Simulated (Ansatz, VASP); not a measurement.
**Two plane-wave programs on BP**

The input INCAR:

```
SYSTEM = BP
PREC = Accurate ; ENCUT = 520
EDIFF = 1E-6 ; ISMEAR = 0
SIGMA = 0.05 ; LREAL = .False.
LASPH = .True. ; NELM = 60
ALGO = Normal ; ISIF = 2
LWAVE = .False. ; LCHARG = .False.
GGA = PE ; NBANDS = 11
```

The input KPOINTS:

```
regular mesh
0
Gamma
  12 12 12
  0 0 0
```

POSCAR

```
BP
1.0
    0.0000000000      2.3053084991      2.2130961591
    2.3053084991      0.0000000000      2.2130961591
    2.3053084991      2.3053084991      0.0000000000
B P
1 1
Direct
    0.0000000000      0.0000000000      0.0000000000
    0.7500000000      0.7500000000      0.7500000000
```

Input for Ansatz:

```yaml
crystal:
  lattice:
    - [0.0, 2.3053084991, 2.2130961591]
    - [2.3053084991, 0.0, 2.2130961591]
    - [2.3053084991, 2.3053084991, 0.0]
  atoms:
    - { symbol: B, position: [0.0, 0.0, 0.0] }
    - { symbol: P, position: [0.75, 0.75, 0.75] }
basis:
  ecutwfc: 420
kpoints:
  mp_grid: { grid: [12, 12, 12] }
hamiltonian:
  xc: pbe
scf:
  occupations: { method: gaussian, width: 0.05 }
output:
  forces: true
  stress: true
  eigenvalues: true
  write_density: true
  write_potential: true
  elf: true
  volumetric_format: npy
```

Alike in both runs: task single point; functional PBE; k mesh 12 × 12 × 12; occupations gaussian, width 0.05 eV; no spin polarisation.

|  | VASP | Ansatz |
| --- | --- | --- |
| version | VASP 6.6.1 | Ansatz 0.2.0 |
| potentials or method | VASP PAW PBE potentials, release 64 (B, P) | scalar-relativistic, plane waves, PAW |
| plane-wave cutoff (eV) | 520 | 420 |
| valence electrons in the cell | 8 | 8 |

```csv
,VASP,Ansatz,Ansatz less VASP
gap on the k mesh at the Fermi level (eV),0.64,0.65,+0.005
least direct gap on the mesh (eV),2.99,2.99,+0.004
pressure (GPa),-0.2,0.0,+0.23
largest component of the traceless stress (GPa),6.85,6.84,-0.011
```

A k mesh can miss the band edges.
